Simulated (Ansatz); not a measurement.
# P: further runs on the relaxed cell

One table from this session's results is given with a row withheld; the runs are named, their logs left out.

Method: DFT r2SCAN+D3(BJ), scalar-relativistic, plane waves, PAW, in Ansatz 0.2.0.

## The system as given

It takes space group R-3m (No. 166, trigonal). Conventional cell: a = 3.446 Å, b = 3.446 Å, c = 9.032 Å, α = 90.00°, β = 90.00°, γ = 120.00°. P (site symmetry 3m) is surrounded by 3 P at 2.29 Å.

Structure file:

```
P
1.0
     1.72276    0.99464    3.01061
    -1.72276    0.99464    3.01061
     0.00000   -1.98927    3.01061
P
2
Direct
  0.22990 0.22990 0.22990
  0.77010 0.77010 0.77010
```

It goes back to an entry of the Materials Project, which need not be the stable form.

It is the result of an earlier relaxation at this level (volume 15.48 Å³/atom; gap on the mesh: none (metal)).

The first run:

Input file input.yaml:

```yaml
crystal:
  lattice:
    - [1.7053569513, 0.9845882949, 2.9801981492]
    - [-1.7053569513, 0.9845882949, 2.9801981492]
    - [0.0, -1.9691765898, 2.9801981492]
  atoms:
    - { symbol: P, position: [0.2298992379, 0.2298992379, 0.2298992379] }
    - { symbol: P, position: [0.7701007621, 0.7701007621, 0.7701007621] }
basis:
  ecutwfc: 500
kpoints:
  mp_grid: { grid: [15, 15, 15] }
hamiltonian:
  xc: r2scan
  dispersion: d3bj
scf:
  occupations: { method: gaussian, width: 0.1 }
output:
  forces: true
  stress: true
  eigenvalues: true
relax:
  adjacent_minimum: "off"
  f_tol: 0.01
  max_steps: 30
  cell: { stress_tol: 0.1, fix: [volume] }
```

On the command line:

```sh
ansatz run input.yaml --threads 1 --pin off --max-ram 2560MiB --backend cpu --events-out ev --progress --plain --runs-dir out
```

Steps of the session up to this table: Point at V/V0 = 0.97; Point at V/V0 = 1.03; The cell scaled to 0.94 of its volume; Volume × 1.06; The cell scaled to 0.91 of its volume; Point at V/V0 = 1.10; Point at V/V0 = 0.88.

One table of the session follows, with a row left open; its other results are not shown here.

It belongs to the step «Fit of the equation of state». 

| volume (Å³/atom) | energy above the lowest point (meV/atom) | pressure (GPa) |
| --- | --- | --- |
| 13.619 | 40.3 | 7.35 |
| 14.083 | 24.4 | 4.33 |
| 14.548 | 10.7 | 3.97 |
| 15.012 | 2.5 | 1.60 |
| 15.476 | 0.0 | 0.00 |
| 15.940 | 2.4 | -1.67 |
| 16.405 | ? | ? |
| 17.024 | 22.2 | -3.65 |

Estimate the missing values for volume (Å³/atom) = 16.405.

Worked estimate for «energy above the lowest point (meV/atom)». A straight line through the neighbours (15.940, 2.4) and (17.024, 22.2) gives 2.4 + (22.2 − 2.4) × (16.405 − 15.940) / (17.024 − 15.940) = 10.9; a parabola fitted to 3 rows on both sides gives 8.5.

As computed: energy above the lowest point (meV/atom): 9.4; pressure (GPa): -2.92. In «energy above the lowest point (meV/atom)» the line misses by +1.5 and the parabola by -0.9.

Caveats from the session: Warnings in the runs' records: dispersion damping borrowed.
